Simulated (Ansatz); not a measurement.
The elements of this relaxed trial crystal are hidden behind letters.

```
lattice vectors (Å)
   0.0000    2.0352    2.0352
   2.0352    0.0000    2.0352
   2.0352    2.0352    0.0000
fractional positions
X 0.5000 0.5000 0.5000
Z 0.0000 0.0000 0.0000
```

The calculation used DFT PBE, scalar-relativistic, plane waves, PAW (Ansatz). Plane waves to 420 eV, a 10×10×10 mesh through Γ for the 2-atom cell and 0.02 eV Gaussian smearing; no spin polarisation.

```
Space group                                 : Fm-3m (No. 225)
Conventional cell                           : a = 4.070 Å
Volume per atom                             : 8.43 Å³
Density                                     : 4.04 g/cm³
Energy over the elements                    : −1.200 eV/atom
Gap on the 10×10×10 mesh of the 2-atom cell : 4.44 eV
```

Energies are uncorrected and count from the elements' standard states at the same level.

Question: X is a p-block element of period 3 and Z is a p-block element of period 2. Which elements are they?

Answer: X = Al, Z = N, so the formula is AlN, here in the rock salt type. Density times volume gives a mean mass of 4.04 × 8.43/1.6605 = 20.5 u per atom, and this set has 20.5 u. Among the elements that the hints allow, noble gases aside, only these give it. Al is surrounded by 6 N at 2.04 Å; N is surrounded by 6 Al at 2.04 Å.

Kohn–Sham gaps at this level usually fall short of measured ones. A structure relaxed within its symmetry needn't be a true minimum. Another cell of AlN relaxed alike, in P3m1, lies 157 meV/atom lower, so this cell isn't the stable form at this level.
